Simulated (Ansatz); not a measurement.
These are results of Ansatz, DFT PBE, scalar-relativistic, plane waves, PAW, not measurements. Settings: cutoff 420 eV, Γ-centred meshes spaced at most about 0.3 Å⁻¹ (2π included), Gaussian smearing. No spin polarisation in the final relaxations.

Temperature and zero-point effects are left out. All come from trial cells, and lower structures may exist.

Question: Which of these relaxed structures of LiCl is the lowest in energy?
A.

```xyz
12
Lattice="-4.5984 4.5984 3.1446 4.5984 -4.5984 3.1446 4.5984 4.5984 -3.1446" Properties=species:S:1:pos:R:3 pbc="T T T"
Li    0.0000    0.0000    3.1446
Li    0.0000    0.0000    0.0000
Li   -1.2322    3.3663    3.1446
Li    5.8306    1.2322    0.0000
Li    1.2322    3.3663    0.0000
Li    3.3663    1.2322    3.1446
Cl    0.0000    4.5984    1.5723
Cl    4.5984    0.0000    1.5723
Cl   -1.2843    1.2843    4.7170
Cl    1.2843   -1.2843    4.7170
Cl    1.2843    1.2843    1.5723
Cl    3.3141    3.3141   -1.5723
```

B.

```xyz
4
Lattice="3.9289 0.0000 0.0000 -1.9645 3.4025 0.0000 0.0000 0.0000 6.2836" Properties=species:S:1:pos:R:3 pbc="T T T"
Li    0.0000    2.2684    5.1247
Li    1.9645    1.1342    1.9829
Cl    1.9645    1.1342    5.8719
Cl    0.0000    2.2684    2.7301
```

Answer: B. It has the wurtzite type, space group P6_3mc (No. 186); the next, A, with space group I-4c2 (No. 120), lies 119 meV/atom higher. Counting Cl atoms around Li (those within 1.25 times the shortest such distance or 1.15 times the sum of covalent radii; a plus sign parts nearer from farther groups; a slash parts the counts of unlike sites), the lowest has Li 4 and the next has Li 2+2/4.

Cells relaxed within their symmetry can be saddle points. The P6_3mc cell of LiCl came from shaking the I-4c2 one. The part of the Crystallography Open Database at hand lists LiCl in space group No. 225, which no cell shown has. Some types were kept out of the candidates beforehand, so the set may lack a known form.
